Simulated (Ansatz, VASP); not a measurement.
## CsH: VASP beside Ansatz

Contents of INCAR:

```
SYSTEM = CsH
PREC = Accurate
ENCUT = 520
EDIFF = 1E-6
ISMEAR = 0
SIGMA = 0.05
LREAL = .False.
LASPH = .True.
NELM = 60
ALGO = Normal
ISIF = 2
LWAVE = .False.
LCHARG = .False.
NBANDS = 12
```

File KPOINTS:

```
Automatic mesh
0
Gamma
  8 8 8
  0 0 0
```

File POSCAR:

```
CsH
1.0
    3.8328106764      0.2395506673      0.2395506673
    0.2395506673      3.8328106764      0.2395506673
    0.2395506673      0.2395506673      3.8328106764
Cs H
1 1
Direct
    0.0000000000      0.0000000000      0.0000000000
    0.5000000000      0.5000000000      0.5000000000
```

Input for Ansatz:

```yaml
crystal:
  lattice:
    - [3.8328106764, 0.2395506673, 0.2395506673]
    - [0.2395506673, 3.8328106764, 0.2395506673]
    - [0.2395506673, 0.2395506673, 3.8328106764]
  atoms:
    - { symbol: Cs, position: [0.0, 0.0, 0.0] }
    - { symbol: H, position: [0.5, 0.5, 0.5] }
basis:
  ecutwfc: 420
kpoints:
  mp_grid: { grid: [8, 8, 8] }
hamiltonian:
  xc: lda
scf:
  occupations: { method: gaussian, width: 0.05 }
output:
  forces: true
  stress: true
  eigenvalues: true
```

Alike in both runs: task single point; functional LDA; k mesh 8 × 8 × 8; occupations gaussian, width 0.05 eV; no spin polarisation.

|  | VASP | Ansatz |
| --- | --- | --- |
| version | VASP 6.6.1 | Ansatz 0.2.0 |
| potentials or method | VASP PAW LDA potentials, release 64 (Cs_sv, H) | scalar-relativistic, plane waves, PAW |
| plane-wave cutoff (eV) | 520 | 420 |
| valence electrons in the cell | 10 | 10 |

VASP gave:

- gap on the k mesh at the Fermi level (eV): 1.87
- least direct gap on the mesh (eV): 1.87
- pressure (GPa): -1.4
- largest component of the traceless stress (GPa): 0.18

Task: What did Ansatz give for the same quantities?

Result: gap on the k mesh at the Fermi level (eV): 1.92; least direct gap on the mesh (eV): 1.92; pressure (GPa): -1.5; largest component of the traceless stress (GPa): 0.17.

Caveats: spin-orbit coupling is left out, which moves the levels of the heavy elements. A k mesh can miss the band edges. LDA gaps usually lie below the measured ones, often by a third to a half.
